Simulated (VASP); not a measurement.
All values below come from revTPSS meta-GGA, VASP's PBE PAW potentials (set 64) (plane waves; VASP).

VASP ran on this input.

POSCAR:
```
ZrO2
1
    0.0000000000     2.5508510434     2.5508510434
    2.5508510434     0.0000000000     2.5508510434
    2.5508510434     2.5508510434    -0.0000000000
Zr O
1 2
Direct
  0.0000000000   0.0000000000   0.0000000000
  0.2500000000   0.2500000000   0.2500000000
  0.7500000000   0.7500000000   0.7500000000
```

**KPOINTS**
```
Automatic mesh
0
Gamma
7 7 7
0 0 0
```

### INCAR
```
! general
SYSTEM   =  ZrO2
PREC     =  Accurate
ENCUT    =  520
LREAL    =  .FALSE.   ! projection in real space or not
LASPH    =  .TRUE.

! electronic loop
EDIFF    =  1E-6   ! SCF stop (eV)
NELM     =  100   ! most electronic steps
ALGO     =  Normal
LMAXMIX  =  4   ! l cut-off of mixed one-centre charges
LMIXTAU  =  .TRUE.

! smearing
ISMEAR   =  0   ! Gaussian
SIGMA    =  0.05   ! width (eV)

! functional
METAGGA  =  RTPSS

! ions
IBRION   =  2
NSW      =  60
ISIF     =  3   ! ions, shape and volume
EDIFFG   =  -0.02   ! ionic stop

! output
LWAVE    =  .FALSE.
LCHARG   =  .FALSE.
```

POTCAR, in this order: Zr_sv O (PBE.64 set). Program: vasp_std.

What VASP printed:

OUTCAR:
```
 ion  position               nearest neighbor table
   1  0.000  0.000  0.000-   3 2.21   3 2.21   3 2.21   2 2.21   3 2.21   2 2.21   2 2.21   2 2.21
  LATTYP: Found a face centered cubic cell.
 ALAT       =     5.1017020868
 Subroutine PRICEL returns:
 Original cell was already a primitive cell.
 Subroutine GETGRP returns: Found 48 space group operations
The static configuration has the point symmetry O_h .
The dynamic configuration has the point symmetry O_h .
 Subroutine INISYM returns: Found 48 space group operations
 Subroutine IBZKPT returns following result:
 Found     20 irreducible k-points:

 Following reciprocal coordinates:
            Coordinates               Weight
  0.000000  0.000000  0.000000      1.000000
  0.142857  0.000000  0.000000      8.000000
  0.285714  0.000000  0.000000      8.000000
  0.428571  0.000000  0.000000      8.000000
  0.142857  0.142857  0.000000      6.000000
  0.285714  0.142857  0.000000     24.000000
  0.428571  0.142857  0.000000     24.000000
 -0.428571  0.142857  0.000000     24.000000
 -0.285714  0.142857  0.000000     24.000000
 -0.142857  0.142857  0.000000     12.000000
  0.285714  0.285714  0.000000      6.000000
  0.428571  0.285714  0.000000     24.000000
 -0.428571  0.285714  0.000000     24.000000
 -0.285714  0.285714  0.000000     12.000000
  0.428571  0.428571  0.000000      6.000000
 -0.428571  0.428571  0.000000     12.000000
  0.428571  0.285714  0.142857     24.000000
 -0.428571  0.285714  0.142857     48.000000
 -0.428571  0.428571  0.142857     24.000000
 -0.285714  0.428571  0.142857     24.000000
   k-points           NKPTS =     20   k-points in BZ     NKDIM =     20   number of bands    NBANDS=     16
   number of dos      NEDOS =    301   number of ions     NIONS =      3
   total plane-waves  NPLWV =  21952
   dimension x,y,z NGX =    28 NGY =   28 NGZ =   28
   dimension x,y,z NGXF=    56 NGYF=   56 NGZF=   56
...
```

**OSZICAR**
```
       N       E                     dE             d eps       ncg     rms          rms(c)
DAV:   1     0.301417285807E+03    0.30142E+03   -0.19731E+04   640   0.259E+03
DAV:   2     0.674936083370E+02   -0.23392E+03   -0.22934E+03   856   0.449E+02
DAV:   3     0.545357636223E+02   -0.12958E+02   -0.12929E+02   880   0.124E+02
DAV:   4     0.542636324784E+02   -0.27213E+00   -0.27207E+00   936   0.176E+01
DAV:   5     0.542599830196E+02   -0.36495E-02   -0.36490E-02   904   0.153E+00    0.449E+01
DAV:   6    -0.224348209101E+02   -0.76695E+02   -0.35175E+02   640   0.245E+02    0.139E+01
DAV:   7    -0.211145807507E+02    0.13202E+01   -0.13270E+01   824   0.387E+01    0.742E+00
DAV:   8    -0.206964455044E+02    0.41814E+00   -0.22726E+00   856   0.103E+01    0.366E+00
DAV:   9    -0.208531787054E+02   -0.15673E+00   -0.45490E-01  1040   0.470E+00    0.176E+00
DAV:  10    -0.208579208427E+02   -0.47421E-02   -0.38943E-01   712   0.445E+00    0.109E+00
DAV:  11    -0.206571538175E+02    0.20077E+00   -0.14097E-01   656   0.471E+00    0.272E-01
DAV:  12    -0.208785276912E+02   -0.22137E+00   -0.59439E-02   640   0.346E+00    0.104E-01
DAV:  13    -0.208791109147E+02   -0.58322E-03   -0.33729E-03   920   0.442E-01    0.376E-02
DAV:  14    -0.208788095489E+02    0.30137E-03   -0.57054E-04   904   0.212E-01    0.407E-02
DAV:  15    -0.208792092235E+02   -0.39967E-03   -0.14443E-04   704   0.152E-01    0.114E-02
DAV:  16    -0.208792217235E+02   -0.12500E-04   -0.15290E-05   880   0.363E-02    0.775E-03
DAV:  17    -0.208792190598E+02    0.26637E-05   -0.69820E-06   840   0.246E-02    0.395E-03
DAV:  18    -0.208792218578E+02   -0.27980E-05   -0.12532E-06   440   0.142E-02    0.338E-03
DAV:  19    -0.208792219071E+02   -0.49377E-07   -0.86958E-07   400   0.803E-03
   1 F= -.20879222E+02 E0= -.20879222E+02  d E =-.208792E+02
```

**OUTCAR**
```
------------------------ aborting loop because EDIFF is reached ----------------------------------------
  FORCE on cell =-STRESS in cart. coord.  units (eV):
  Direction    XX          YY          ZZ          XY          YZ          ZX
  --------------------------------------------------------------------------------------
  Total        0.0027404      0.0027404      0.0027404      0.0000000      0.0000000      0.0000000
  in kB        0.1322620      0.1322620      0.1322620      0.0000000      0.0000000      0.0000000
  external PRESSURE =       0.1322620 kB  Pullay stress =       0.0000000 kB
  volume of cell :       33.20
      direct lattice vectors                 reciprocal lattice vectors
     0.000000000  2.550851043  2.550851043    -0.196013013  0.196013013  0.196013013
     2.550851043  0.000000000  2.550851043     0.196013013 -0.196013013  0.196013013
     2.550851043  2.550851043  0.000000000     0.196013013  0.196013013 -0.196013013
 POSITION                                       TOTAL-FORCE (eV/Angst)
 -----------------------------------------------------------------------------------
      0.00000      0.00000      0.00000        -0.000000     -0.000000     -0.000000
      1.27543      1.27543      1.27543        -0.000000     -0.000000     -0.000000
      3.82628      3.82628      3.82628         0.000000      0.000000      0.000000
 -----------------------------------------------------------------------------------
    total drift:                                0.000000      0.000000      0.000000
  FREE ENERGIE OF THE ION-ELECTRON SYSTEM (eV)
  ---------------------------------------------------
  free  energy   TOTEN  =       -20.8792219071 eV

  energy  without entropy=      -20.8792219071  energy(sigma->0) =      -20.87922191

 reached required accuracy - stopping structural energy minimisation
```
(Selected blocks of OUTCAR.)

The compound is ZrO2 in the fluorite structure, the high-temperature cubic form, which is unstable at 0 K; the monoclinic form is the stable one. It was relaxed first. The start is the result of an earlier pass.
